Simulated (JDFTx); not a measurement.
**KTaO3: single point with PBE**

KTaO3:

```xyz
5
Lattice="3.9883 0.0000 0.0000 0.0000 3.9883 0.0000 0.0000 0.0000 3.9883" Properties=species:S:1:pos:R:3 pbc="T T T"
Ta   -0.0351    0.0254   -0.0525
K     2.0287    1.9853    2.0841
O    -0.0139    0.0041    1.9539
O     0.0019    2.0111    0.0071
O     1.9758    0.0292   -0.0165
```

The cell isn't the ideal one: atoms moved at random, drawn with an rms of 0.05 Å.

```json
{
  "Program": "JDFTx 1.7.0 (patched build)",
  "Task": "single point",
  "Functional": "PBE",
  "Potentials or basis": "PseudoDojo-SR-PBE-0.5-standard",
  "Cutoff": "1143 eV",
  "Density cutoff": "9143 eV",
  "k mesh": "7 × 7 × 7",
  "Occupations": "fermi-dirac, width 0.05 eV",
  "Spin": "no spin polarisation"
}
```

The pressure is 4.5 GPa, the largest force is 0.605 eV/Å and the band gap on the k mesh is 2.30 eV, indirect (least direct gap 2.88 eV). The loewdin charges are Ta +1.60; K +0.80; O -0.74 e.

Forces on the atoms (eV/Å):
```
Ta   0.156 -0.080  0.315
K   -0.251  0.133 -0.535
O   -0.004  0.036  0.464
O   -0.065 -0.021 -0.171
O    0.164 -0.069 -0.073
```

Stress tensor (GPa, compression positive):
```
 4.61 -0.06  0.23
-0.06  4.52 -0.19
 0.23 -0.19  4.41
```

Levels at points of the mesh, in eV from the valence-band top:
```tsv
k point	band 18	band 19	band 20	band 21	band 22	band 23
(0.00, 0.00, 0.00)	-0.61	-0.59	-0.58	2.30	2.33	2.36
```

Wall time 16 min on 1 thread of Intel(R) Xeon(R) 6975P-C (Granite Rapids) (shared host), peak memory 1.8 GiB.

Caveat: the empty levels aren't tightly converged; spin-orbit coupling is left out, which moves the levels of the heavy elements; an odd mesh through Γ misses points on the zone boundary, where band edges often lie.
